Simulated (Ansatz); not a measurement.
# Cd2Hg3Te5: the cost of one run

Computed with Ansatz 0.2.0 (DFT PBE, scalar-relativistic, plane waves, PAW, unless a step's input says otherwise).

## Step 1: The system as given

It takes space group I4/mmm (No. 139, tetragonal). The conventional cell has a = 4.404 Å, b = 4.404 Å, c = 31.139 Å, α = 90.00°, β = 90.00°, γ = 90.00°. Cd (site symmetry 4mm) is surrounded by 6 Te at 3.11 Å. Hg (site symmetry 4/mmm) is surrounded by 6 Te at 3.11 Å. Around Hg (site symmetry 4mm) lie 6 Te at 3.11 Å. Te (site symmetry 4/mmm) is surrounded by 4 Hg at 3.11 Å and 2 Cd at 3.11 Å. Around Te (site symmetry 4mm) lie 4 Cd at 3.11 Å and 2 Hg at 3.11 Å. Te (site symmetry 4mm) has 5 Hg at 3.11 Å and 1 Cd at 3.11 Å in its first shell of neighbours.

As a file:

```cif
data_structure
_symmetry_space_group_name_H-M 'P 1'
_symmetry_Int_Tables_number 1
_cell_length_a 15.8780
_cell_length_b 15.8780
_cell_length_c 15.8780
_cell_angle_alpha 164.058
_cell_angle_beta 164.058
_cell_angle_gamma 22.620
_cell_volume 301.94
loop_
_atom_site_label
_atom_site_type_symbol
_atom_site_fract_x
_atom_site_fract_y
_atom_site_fract_z
_atom_site_occupancy
Cd1 Cd 0.90000 0.90000 0.00000 1
Cd2 Cd 0.10000 0.10000 0.00000 1
Hg1 Hg 0.50000 0.50000 0.00000 1
Hg2 Hg 0.70000 0.70000 0.00000 1
Hg3 Hg 0.30000 0.30000 0.00000 1
Te1 Te 0.00000 0.00000 0.00000 1
Te2 Te 0.60000 0.60000 0.00000 1
Te3 Te 0.20000 0.20000 0.00000 1
Te4 Te 0.80000 0.80000 0.00000 1
Te5 Te 0.40000 0.40000 0.00000 1
```

The start is an ordering of an alloy on its end members' structure types: elements ordered on the sites of the HgTe type, Cd/Hg on Hg (I4/mmm, No. 139).

## Step 2: The guess as it stands, on a coarse mesh

input.yaml reads:

```yaml
crystal:
  lattice:
    - [-2.20187566, 2.20187566, 15.56961214]
    - [2.20187566, -2.20187566, 15.56961214]
    - [2.20187566, 2.20187566, -15.56961214]
  atoms:
    - { symbol: Cd, position: [0.9, 0.9, 0.0] }
    - { symbol: Cd, position: [0.1, 0.1, 0.0] }
    - { symbol: Hg, position: [0.5, 0.5, 0.0] }
    - { symbol: Hg, position: [0.7, 0.7, 0.0] }
    - { symbol: Hg, position: [0.3, 0.3, 0.0] }
    - { symbol: Te, position: [0.0, 0.0, 0.0] }
    - { symbol: Te, position: [0.6, 0.6, 0.0] }
    - { symbol: Te, position: [0.2, 0.2, 0.0] }
    - { symbol: Te, position: [0.8, 0.8, 0.0] }
    - { symbol: Te, position: [0.4, 0.4, 0.0] }
basis:
  ecutwfc: 420
kpoints:
  mp_grid: { grid: [6, 6, 6] }
hamiltonian:
  xc: pbe
scf:
  occupations: { method: gaussian, width: 0.1 }
  lower_state_search: "off"
output:
  forces: true
  stress: true
  eigenvalues: true
```

Launch:

```
$ ansatz run input.yaml --threads 4 --pin off --max-ram 8192MiB --backend cpu --events-out ev --progress --plain --runs-dir out
```

**Question.** How long does this run take on 4 threads of Intel Xeon at 2.50GHz (Skylake/Cascade Lake), shared host, and how much memory does it need?

About 21 s, with a peak of 1.3 GiB.
